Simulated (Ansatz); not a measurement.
# N started on a Ge site next to Ge started in the widest void in diamond Ge, 65 atoms, charge −1

All numbers come from Ansatz (PAW, plane waves, no spin–orbit coupling) at the single k point (¼, ¼, ¼) without its symmetry partners. The atoms were relaxed with PBEsol in a fixed cell; other functionals are single points on those atoms unless said otherwise. The valence top and gap of the host come from its small cell on a dense mesh, with the band extrema sought between the mesh points, lined up by the mean potential, PBEsol gap 0.00 eV, r²SCAN gap 0.35 eV. The charge correction uses an assumed dielectric constant of 16.0.

Cell: a = 11.351 Å, b = 11.351 Å, c = 11.351 Å, α = 90.00°, β = 90.00°, γ = 90.00°.

Nearest atoms after relaxation, from the placed atom (for vacancies from the middle of the vacant sites): Ge at 1.91 Å, Ge at 1.91 Å, Ge at 1.97 Å, Ge at 3.28 Å, Ge at 3.30 Å, Ge at 3.30 Å, Ge at 3.36 Å, Ge at 3.40 Å.

Chemical potentials μ are those of reference phases of the elements at zero temperature by the same functional (the usual solids, diamond for C, grey Sn, and the molecules H2, N2, O2, F2, Cl2, Br2 and S8).

```tsv
functional	E(defect) − E(host) − Σ nμ + q·E_VBM (eV)	monopole (eV)	alignment (eV)	formation energy at E_F = VBM (eV)	moment (μB)	wall time, shared host
PBEsol	3.94	0.11	-0.09	3.96	0 (no spin)	10 s on NVIDIA GB200 (relaxation)
r²SCAN	5.32	0.11	-0.09	5.34	0 (no spin)	5.6 s on NVIDIA GB200
```

How does the monopole term follow by hand for this cubic cell?

q²·α·e²/(4πε₀)/(2εL) with the Madelung constant α = 2.837 and e²/4πε₀ = 14.40 eV·Å: 1 × 2.837 × 14.40 / (2 × 16.0 × 11.351) = 0.11 eV.

r²SCAN one-electron levels near the gap (the ten most localised at most), from the host's valence top, not corrected for the charge's images:

```
level (eV)  spin  filling  atoms sharing it  element of the atom with most weight
      0.00  both     2.00              29.7                                spread
      0.64  both     0.00              55.3                                spread
```

One k point and a cell of this size can leave errors of several tenths of an eV in such numbers.
